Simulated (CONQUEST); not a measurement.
The system is MgO.

```
Mg O
1.0
     2.96561    0.00000    0.00000
     0.00000    2.96561    0.00000
     0.00000    0.00000    4.19400
Mg O
2 2
Cartesian
  0.0000 0.0000 0.0000
  1.4828 1.4828 2.0970
  0.0000 0.0000 2.0970
  1.4828 1.4828 0.0000
```

The cell is a database's computed one.

Base run:

```yaml
Program: CONQUEST 1.3
Functional: revPBE
Potentials_or_basis: PseudoDojo NC PBE, DZP, grid cutoff 120 Ha
k_mesh: 8 × 8 × 5
Occupations: fermi-dirac, width 0.05 eV
Spin: no spin polarisation
```

Its results: band gap on the k mesh 4.91 eV.

**Question.** The run is repeated on the same cell with these changes: functional from revPBE to PBEsol; potentials or basis from PseudoDojo NC PBE, DZP, grid cutoff 120 Ha to PseudoDojo NC PBEsol, SZ, grid cutoff 100 Ha. What comes out?

**Answer.** Band gap on the k mesh 2.37 eV.

Caveats: an odd mesh through Γ misses points on the zone boundary, where band edges often lie; the basis of atomic orbitals isn't converged, which shifts pressures, moduli and gaps; the atomic basis is small (some runs); the real-space grid breaks the cell's symmetry a little (some runs).
